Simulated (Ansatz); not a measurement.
## TaN: how the free axis answers a strain

TaN, P6/mmm, a = 5.205 Å, c = 2.904 Å. This isn't the usual stable structure of the compound. Ansatz: PBEsol, PAW, 420 eV, Γ-centred 12×12×12 mesh on 6 atoms, Gaussian smearing 0.10 eV; no spin polarisation. Series: biaxial strain in the a-b plane, c and atoms relaxed; x is the strain in per cent. y is the change of c in per cent of 2.904 Å.

```
x (%) y (%)
 -6.0      ?
 -4.0   2.69
 -2.0   1.19
  0.0   0.00
  2.0  -0.99
  4.0  -1.84
  6.0  -2.60
```

Q: Fit y = c1 x + c2 x² to the other rows, say what c1 measures, and predict the missing y.

A: Least squares on the rows shown. y = −0.5683 x + 0.02367 x². With no stress along c, c1 = −2C13/C33 = -0.568. With a term in x³ added, the coefficient of x becomes -0.5423, 5 % less, which shows how far this figure hangs on the form. At x = -6.0 the fit asked for gives 4.26 %. The run gave 4.61 %, so the fit is 0.35 % too low, 4.9 % of the span of the series, against an rms of 0.05 % on the fitted rows. The row lies outside the fitted range. With a term in x³ added, a fit to the same known rows predicts 4.52 %, so most of the miss is curvature that the known rows already hold.

Spin–orbit coupling is left out, which can shift energies with elements as heavy as these.